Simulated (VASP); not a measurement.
# Al2O3 (P-6m2) in VASP: notebook

One crystal, Al2O3, is run at these levels: PBE; tasks: single point.

Program: VASP 6.6.1. These are calculated values, not measurements. Logs are shortened: lines on timing, memory, paths and dates and some standing lists are left out, and cuts for length are marked.

### Step 1. The crystal as given

Symmetry: P-6m2, No. 187, hexagonal system. The conventional cell has a = 2.884 Å, b = 2.884 Å, c = 9.337 Å, α = 90.00°, β = 90.00°, γ = 120.00°. Al (site symmetry 3m) has 3 O at 1.80 Å as nearest neighbours. Around O (site symmetry 3m) lie 3 Al at 1.80 Å. O (site symmetry -6m2) is surrounded by 6 Al at 2.18 Å.

Measurements of this composition are mostly on another form, of space group No. 167.

### Step 2. Single point, PBE

Contents of INCAR:

```
SYSTEM = Al2O3
  ADDGRID = .FALSE.
  ALGO = Normal
  EDIFF = 0.001
  ENCUT = 400
  GGA = PE
  ISIF = 2
  ISMEAR = 0
  LASPH = .TRUE.
  LCHARG = .FALSE.
  LREAL = .FALSE.
  LWAVE = .FALSE.
  NBANDS = 20
  NELM = 100
  PREC = Accurate
  SIGMA = 0.05
```

Contents of KPOINTS:

```
k-points
0
G
  8 8 2
  0 0 0
```

Contents of POSCAR:

```
Al2O3
1.0
    2.8843249483      0.0000000000      0.0000000000
   -1.4421624742      2.4978986780      0.0000000000
    0.0000000000      0.0000000000      9.3367544600
Al O
2 3
Direct
    0.0000000000      0.0000000000      0.8500076700
    0.0000000000      0.0000000000      0.1499923300
    0.3333333333      0.6666666667      0.7776830800
    0.6666666667      0.3333333333      0.0000000000
    0.3333333333      0.6666666667      0.2223169200
```

Potentials or basis: VASP PAW PBE potentials, release 64 (Al, O_s).

Started as:

```sh
$ cat potpaw_PBE.64/Al/POTCAR potpaw_PBE.64/O_s/POTCAR > POTCAR
$ mpirun -np 1 vasp_std > vasp.out
```

OUTCAR:

```text
SYSTEM = Al2O3
   EDIFF = 0.001
   ENCUT = 400
   GGA = PE
   ISIF = 2
   ISMEAR = 0
   LASPH = .TRUE.
   LREAL = .FALSE.
   NELM = 100
   PREC = Accurate

 Found     20 irreducible k-points:

 Following reciprocal coordinates:
            Coordinates               Weight
  0.000000  0.000000  0.000000      1.000000
  0.125000 -0.000000  0.000000      6.000000
  0.250000 -0.000000  0.000000      6.000000
  0.375000  0.000000  0.000000      6.000000
  0.500000 -0.000000  0.000000      3.000000
  0.125000  0.125000  0.000000      6.000000
   k-points           NKPTS =     20   k-points in BZ     NKDIM =     20   number of bands    NBANDS=     20
   number of dos      NEDOS =    301   number of ions     NIONS =      5
   total plane-waves  NPLWV =  25600
   dimension x,y,z NGX =    20 NGY =   20 NGZ =   64
   dimension x,y,z NGXF=    40 NGYF=   40 NGZF=  128
   ions per type =               2   3
   NGX,Y,Z   is equivalent  to a cutoff of  11.53, 11.53, 11.40 a.u.
   NGXF,Y,Z  is equivalent  to a cutoff of  23.06, 23.06, 22.79 a.u.
 SYSTEM =  Al2O3
   PREC   = accura    normal or accurate (medium, high low for compatibility)
   ISTART =      0    job   : 0-new  1-cont  2-samecut
   ICHARG =      2    charge: 1-file 2-atom 10-const
   ISPIN  =      1    spin polarized calculation?
   LNONCOLLINEAR =      F non collinear calculations
   LSORBIT =      F    spin-orbit coupling
   LASPH  =      T    aspherical Exc in radial PAW
   ENCUT  =  400.0 eV  29.40 Ry    5.42 a.u.   4.70  4.70 15.23*2*pi/ulx,y,z
   NELM   =    100;   NELMIN=  2; NELMDL= -5     # of ELM steps
   EDIFF  = 0.1E-02   stopping-criterion for ELM
   LREAL  =      F    real-space projection
   EDIFFG = 0.1E-01   stopping-criterion for IOM
   NSW    =      0    number of steps for IOM
   IBRION =     -1    ionic relax: 0-MD 1-quasi-New 2-CG
   NFREE  =      0    steps in history (QN), initial steepest desc. (CG)
   ISIF   =      2    stress and relaxation
   ISYM   =      2    0-nonsym 1-usesym 2-fastsym
   POTIM  = 0.5000    time-step for ionic-motion
   TEBEG  =    0.0;   TEEND  =   0.0 temperature during run
   PSTRESS=    0.0 pullay stress
   NELECT =      24.0000    total number of electrons
   NUPDOWN=      -1.0000    fix difference up-down
   EMIN   =  10.00;   EMAX   =-10.00  energy-range for DOS
   EFERMI =   0.00;   METHOD = LEGACY
   ISMEAR =     0;   SIGMA  =   0.05  broadening in eV -4-tet -1-fermi 0-gaus
   EFERMI_NEDOS =   21; number of points for ismear=-14 and -15
   IALGO  =     38    algorithm
   IMIX   =      4    mixing-type and parameters
     AMIX     =   0.40;   BMIX     =  1.00
     AMIX_MAG =   1.60;   BMIX_MAG =  1.00
  volume/ion in A,a.u.               =      13.45        90.79
  Fermi-wavevector in a.u.,A,eV,Ry     =   1.161111  2.194181 18.343074  1.348178
  Thomas-Fermi vector in A             =   2.297686
   LORBIT       =      0    0 simple, 1 ext, 2 COOP (PROOUT), +10 PAW based schemes
   GGA     = PE    functional components
   LHFCALC =     F    Hartree Fock is set to
   AEXX    =    0.0000 exact exchange contribution
   IVDW    =     0    specifies the selected vdW correction
   LEPSILON=     F    determine dielectric tensor
   LRPA    =     F    only Hartree local field effects (RPA)
 non-spin polarized calculation
 Gauss-broadening in eV      SIGMA  =   0.05
  energy-cutoff  :      400.00
  volume of cell :       67.27
 maximum number of plane-waves:      1243
 NGX is ok and might be reduce to    20
   NGX =  9   NGY =  9   NGZ = 31

 number of electron      24.0000003 magnetization

 Free energy of the ion-electron system (eV)
  ---------------------------------------------------
  ext. energy  EPLUGINS =         0.00000000
  ---------------------------------------------------
  free energy    TOTEN  =       -36.31795236 eV

  energy without entropy =      -36.31795236  energy(sigma->0) =      -36.31795236

 E-fermi :   1.3899     XC(G=0):  -8.5343

 val. band max:        1.1049736064   @ k =   0.1250   0.1250   0.0000
 cond. band min:       5.8365347426   @ k =   0.0000   0.0000   0.0000
 fundamental gap:      4.7315611362
 Fermi energy:         1.3899495903

 k-point     1 :       0.0000    0.0000    0.0000
  band No.  band energies     occupation
      1     -17.6348      2.00000
      2     -16.5718      2.00000
      3     -15.4173      2.00000
      4      -3.8780      2.00000
      5      -0.9670      2.00000
      6      -0.3789      2.00000
[... 12 lines left out ...]
     19      15.9500      0.00000
     20      15.9500      0.00000

 k-point     2 :       0.1250   -0.0000    0.0000
  band No.  band energies     occupation
      1     -17.4465      2.00000
      2     -16.4316      2.00000
      3     -15.3509      2.00000
      4      -3.7794      2.00000
      5      -1.5164      2.00000
      6      -0.8379      2.00000
[... 12 lines left out ...]
     19      14.6680      0.00000
     20      15.7938      0.00000

 k-point     3 :       0.2500   -0.0000    0.0000
  band No.  band energies     occupation
      1     -16.9321      2.00000
      2     -16.0705      2.00000
      3     -15.2117      2.00000
      4      -3.7809      2.00000
      5      -2.9780      2.00000
      6      -1.9184      2.00000
[... 12 lines left out ...]
     19      14.0176      0.00000
     20      14.6369      0.00000

 k-point     4 :       0.3750    0.0000    0.0000
  band No.  band energies     occupation
      1     -16.2635      2.00000
      2     -15.6697      2.00000
      3     -15.1621      2.00000
      4      -4.3481      2.00000
      5      -4.3366      2.00000
      6      -2.8981      2.00000
[... 12 lines left out ...]
     19      14.1801      0.00000
     20      15.1880      0.00000

 k-point     5 :       0.5000   -0.0000    0.0000
  band No.  band energies     occupation
      1     -15.8527      2.00000
      2     -15.4892      2.00000
      3     -15.2528      2.00000
      4      -4.8720      2.00000
      5      -4.6924      2.00000
      6      -3.2738      2.00000
[... 12 lines left out ...]
     19      14.7280      0.00000
     20      14.7818      0.00000

 k-point     6 :       0.1250    0.1250    0.0000
  band No.  band energies     occupation
      1     -17.0945      2.00000
      2     -16.1803      2.00000
      3     -15.2470      2.00000
      4      -3.7124      2.00000
      5      -2.3585      2.00000
      6      -1.8549      2.00000
[... 12 lines left out ...]
     19      14.0765      0.00000
     20      14.7629      0.00000

 [... further k-points ...]
[... 5 lines left out ...]
  --------------------------------------------------------------------------------------
  -------------------------------------------------------------------------------------
  Total       -0.0004898     -0.0004898     -0.2079501      0.0000000      0.0000000      0.0000000
  in kB       -0.0116669     -0.0116669     -4.9528453      0.0000000      0.0000000      0.0000000
  external PRESSURE =      -1.6587263 kB  Pullay stress =       0.0000000 kB

 VOLUME and BASIS-vectors are now :
 -----------------------------------------------------------------------------
  energy-cutoff  :      400.00
  volume of cell :       67.27
      direct lattice vectors                 reciprocal lattice vectors
     2.884324948  0.000000000  0.000000000     0.346701574  0.200168247  0.000000000
    -1.442162474  2.497898678  0.000000000     0.000000000  0.400336494  0.000000000
     0.000000000  0.000000000  9.336754460     0.000000000  0.000000000  0.107103598

 POSITION                                       TOTAL-FORCE (eV/Angst)
 -----------------------------------------------------------------------------------
      0.00000      0.00000      7.93631        -0.000000      0.000000     -0.100119
      0.00000      0.00000      1.40044        -0.000000      0.000000      0.100119
     -0.00000      1.66527      7.26104         0.000000     -0.000000      0.060666
      1.44216      0.83263      0.00000         0.000000     -0.000000      0.000000
     -0.00000      1.66527      2.07572         0.000000     -0.000000     -0.060666
 -----------------------------------------------------------------------------------
    total drift:                                0.000004     -0.000002     -0.000000

  FREE ENERGIE OF THE ION-ELECTRON SYSTEM (eV)
  ---------------------------------------------------
  free  energy   TOTEN  =       -36.3179523609 eV

  energy  without entropy=      -36.3179523609  energy(sigma->0) =      -36.31795236
```

OSZICAR:

```text
N       E                     dE             d eps       ncg     rms          rms(c)
DAV:   1     0.117586028238E+03    0.11759E+03   -0.10638E+04   800   0.889E+02
DAV:   2    -0.353896923846E+02   -0.15298E+03   -0.15017E+03   884   0.293E+02
DAV:   3    -0.408603932488E+02   -0.54707E+01   -0.54570E+01  1104   0.535E+01
[... 19 lines left out ...]
DAV:  23    -0.363305628113E+02    0.78992E-01   -0.23801E-01  1024   0.637E+00    0.876E+00
DAV:  24    -0.363484913836E+02   -0.17929E-01   -0.78652E-02  1012   0.256E+00    0.361E+00
DAV:  25    -0.363341558082E+02    0.14336E-01   -0.14471E-02   880   0.124E+00    0.240E+00
DAV:  26    -0.363187981927E+02    0.15358E-01   -0.38970E-02   848   0.181E+00    0.147E+00
DAV:  27    -0.363179523609E+02    0.84583E-03   -0.42536E-03   936   0.595E-01
   1 F= -.36317952E+02 E0= -.36317952E+02  d E =-.104123E-16
```

It took 22 s on 1 thread of Intel Xeon Platinum 8488C (Sapphire Rapids), shared host; peak memory 0.16 GiB.

The run converged, but some of its settings lie outside the range that counts as converged, so its numbers aren't taken as properties of the crystal.

Results:

```yaml
Free_energy: -36.3180 eV
Pressure: -0.2 GPa
Largest_force: 0.100 eV/Å
Band_gap_on_the_k_mesh: 4.73 eV, indirect (least direct gap 4.97 eV)
```

### Step 3. Single point, PBE

INCAR, as its differences from that of step 2:

```diff
@@ -3,3 +3,3 @@
   ALGO = Normal
-  EDIFF = 0.001
+  EDIFF = 1E-5
   ENCUT = 400
```

KPOINTS is that of step 2.

POSCAR is that of step 2.

Potentials or basis: VASP PAW PBE potentials, release 64 (Al, O_s).

Started as:

```sh
$ cat potpaw_PBE.64/Al/POTCAR potpaw_PBE.64/O_s/POTCAR > POTCAR
$ mpirun -np 1 vasp_std > vasp.out
```

Wall time 26 s (1 thread of Intel Xeon Platinum 8488C (Sapphire Rapids), shared host); peak memory 0.15 GiB.

These settings aren't checked as converged: the numbers below hold their error.

Results:

- Free energy: -36.3177 eV
- Pressure: 0.2 GPa
- Largest force: 0.063 eV/Å
- Band gap on the k mesh: 4.75 eV, indirect (least direct gap 4.99 eV)

### Step 4. Single point, PBE

INCAR, as its differences from that of step 3:

```diff
@@ -1,5 +1,5 @@
 SYSTEM = Al2O3
-  ADDGRID = .FALSE.
+  ADDGRID = .TRUE.
   ALGO = Normal
-  EDIFF = 1E-5
+  EDIFF = 1E-7
   ENCUT = 400
```

KPOINTS is that of step 3.

POSCAR is that of step 3.

Started as:

```sh
$ cat potpaw_PBE.64/Al/POTCAR potpaw_PBE.64/O_s/POTCAR > POTCAR
$ mpirun -np 1 vasp_std > vasp.out
```

It took 32 s on 1 thread of Intel Xeon Platinum 8488C (Sapphire Rapids), shared host; peak memory 0.21 GiB.

These settings aren't checked as converged: the numbers below hold their error.

Results:

```yaml
Free_energy: -36.3177 eV
Pressure: 0.2 GPa
Largest_force: 0.063 eV/Å
Band_gap_on_the_k_mesh: 4.75 eV, indirect (least direct gap 4.99 eV)
```

### Step 5. Single point, PBE

Contents of INCAR:

```
SYSTEM = Al2O3
  ADDGRID = .FALSE.
  ALGO = Normal
  EDIFF = 1E-4
  ENCUT = 400
  GGA = PE
  ISIF = 2
  ISMEAR = 0
  LASPH = .TRUE.
  LCHARG = .FALSE.
  LREAL = Auto
  LWAVE = .FALSE.
  NBANDS = 20
  NELM = 100
  PREC = Normal
  SIGMA = 0.05
```

KPOINTS is that of step 4.

POSCAR is that of step 4.

Started as:

```sh
$ cat potpaw_PBE.64/Al/POTCAR potpaw_PBE.64/O_s/POTCAR > POTCAR
$ mpirun -np 1 vasp_std > vasp.out
```

Wall time 15 s (1 thread of Intel Xeon Platinum 8488C (Sapphire Rapids), shared host); peak memory 0.12 GiB.

The run converged, but some of its settings lie outside the range that counts as converged, so its numbers aren't taken as properties of the crystal.

What came out:

| Item | Value |
| --- | --- |
| Free energy | -36.3189 eV |
| Pressure | 0.2 GPa |
| Largest force | 0.074 eV/Å |
| Band gap on the k mesh | 4.75 eV, indirect (least direct gap 4.99 eV) |

### Step 6. Single point, PBE

Contents of INCAR:

```
SYSTEM = Al2O3
  ADDGRID = .FALSE.
  ALGO = Normal
  EDIFF = 1E-7
  ENCUT = 300
  GGA = PE
  ISIF = 2
  ISMEAR = 0
  LASPH = .TRUE.
  LCHARG = .FALSE.
  LREAL = .FALSE.
  LWAVE = .FALSE.
  NBANDS = 20
  NELM = 100
  PREC = Accurate
  SIGMA = 0.05
```

Contents of KPOINTS:

```
k-points
0
G
  9 9 3
  0 0 0
```

POSCAR is that of step 5.

Potentials or basis: VASP PAW PBE potentials, release 64 (Al, O_s).

Started as:

```sh
$ cat potpaw_PBE.64/Al/POTCAR potpaw_PBE.64/O_s/POTCAR > POTCAR
$ mpirun -np 1 vasp_std > vasp.out
```

OUTCAR:

```text
SYSTEM = Al2O3
   EDIFF = 1E-7
   ENCUT = 300
   GGA = PE
   ISIF = 2
   ISMEAR = 0
   LASPH = .TRUE.
   LREAL = .FALSE.
   NELM = 100
   PREC = Accurate

 Found     24 irreducible k-points:

 Following reciprocal coordinates:
            Coordinates               Weight
  0.000000  0.000000  0.000000      1.000000
  0.111111  0.000000  0.000000      6.000000
  0.222222  0.000000  0.000000      6.000000
  0.333333  0.000000  0.000000      6.000000
  0.444444  0.000000  0.000000      6.000000
  0.111111  0.111111  0.000000      6.000000
   k-points           NKPTS =     24   k-points in BZ     NKDIM =     24   number of bands    NBANDS=     20
   number of dos      NEDOS =    301   number of ions     NIONS =      5
   total plane-waves  NPLWV =  13824
   dimension x,y,z NGX =    16 NGY =   16 NGZ =   54
   dimension x,y,z NGXF=    32 NGYF=   32 NGZF=  108
   ions per type =               2   3
   NGX,Y,Z   is equivalent  to a cutoff of   9.22,  9.22,  9.61 a.u.
   NGXF,Y,Z  is equivalent  to a cutoff of  18.44, 18.44, 19.23 a.u.
 SYSTEM =  Al2O3
   PREC   = accura    normal or accurate (medium, high low for compatibility)
   ISTART =      0    job   : 0-new  1-cont  2-samecut
   ICHARG =      2    charge: 1-file 2-atom 10-const
[... 51 lines left out ...]
  free energy    TOTEN  =       -36.30459119 eV

  energy without entropy =      -36.30459119  energy(sigma->0) =      -36.30459119

 E-fermi :   1.4334     XC(G=0):  -8.5350

 val. band max:        1.1238750315   @ k =   0.1111   0.1111   0.0000
 cond. band min:       5.8738029902   @ k =   0.0000   0.0000   0.0000
 fundamental gap:      4.7499279586
 Fermi energy:         1.4334452027

 k-point     1 :       0.0000    0.0000    0.0000
  band No.  band energies     occupation
      1     -17.5976      2.00000
      2     -16.5695      2.00000
      3     -15.3845      2.00000
      4      -3.8458      2.00000
      5      -0.9719      2.00000
      6      -0.3656      2.00000
[... 127 lines left out ...]
     19      14.2153      0.00000
     20      15.0142      0.00000

 [... further k-points ...]
[... 5 lines left out ...]
  --------------------------------------------------------------------------------------
  -------------------------------------------------------------------------------------
  Total       -0.2074574     -0.2074574     -0.6346611      0.0000000      0.0000000      0.0000000
  in kB       -4.9411096     -4.9411096    -15.1160220      0.0000000      0.0000000      0.0000000
  external PRESSURE =      -8.3327471 kB  Pullay stress =       0.0000000 kB

 VOLUME and BASIS-vectors are now :
 -----------------------------------------------------------------------------
  energy-cutoff  :      300.00
  volume of cell :       67.27
      direct lattice vectors                 reciprocal lattice vectors
     2.884324948  0.000000000  0.000000000     0.346701574  0.200168247  0.000000000
    -1.442162474  2.497898678  0.000000000     0.000000000  0.400336494  0.000000000
     0.000000000  0.000000000  9.336754460     0.000000000  0.000000000  0.107103598

 POSITION                                       TOTAL-FORCE (eV/Angst)
 -----------------------------------------------------------------------------------
      0.00000      0.00000      7.93631         0.000000      0.000000     -0.069056
      0.00000      0.00000      1.40044         0.000000     -0.000000      0.069056
     -0.00000      1.66527      7.26104        -0.000000     -0.000000      0.036924
      1.44216      0.83263      0.00000        -0.000000      0.000000      0.000000
     -0.00000      1.66527      2.07572        -0.000000      0.000000     -0.036924
 -----------------------------------------------------------------------------------
    total drift:                                0.000000     -0.000000     -0.000000

  FREE ENERGIE OF THE ION-ELECTRON SYSTEM (eV)
  ---------------------------------------------------
  free  energy   TOTEN  =       -36.3045911932 eV

  energy  without entropy=      -36.3045911932  energy(sigma->0) =      -36.30459119
```

stdout:

```text
POSCAR found type information on POSCAR AlO
 POSCAR found :  2 types and       5 ions
 scaLAPACK will be used
 LDA part: xc-table for (Slater+PW92), standard interpolation
 POSCAR, INCAR and KPOINTS ok, starting setup
 FFT: planning ... GRIDC
 FFT: planning ... GRID_SOFT
 FFT: planning ... GRID
 WAVECAR not read
 entering main loop
```

Wall time 16 s (1 thread of Intel Xeon Platinum 8488C (Sapphire Rapids), shared host); peak memory 0.13 GiB.

These settings aren't checked as converged: the numbers below hold their error.

Results:

```
Free energy            : -36.3046 eV
Largest force          : 0.069 eV/Å
Band gap on the k mesh : 4.75 eV, indirect (least direct gap 5.00 eV)
```

Caveat: the cutoff is under 1.25 times the usual one of these potentials, so pressure, stress and relaxed cells hold a basis-set (Pulay) error; an odd mesh through Γ misses points on the zone boundary, where band edges often lie.

### Step 7. The reference run

An earlier run on the cell as given: functional PBE; potentials or basis VASP PAW PBE potentials, release 64 (Al, O); cutoff 520 eV; k mesh 11 × 11 × 3; occupations fermi-dirac, width 0.05 eV; no spin polarisation.

- Pressure: 0.1 GPa
- Largest force: 0.012 eV/Å
- Band gap on the k mesh: 4.77 eV, indirect (least direct gap 5.01 eV)
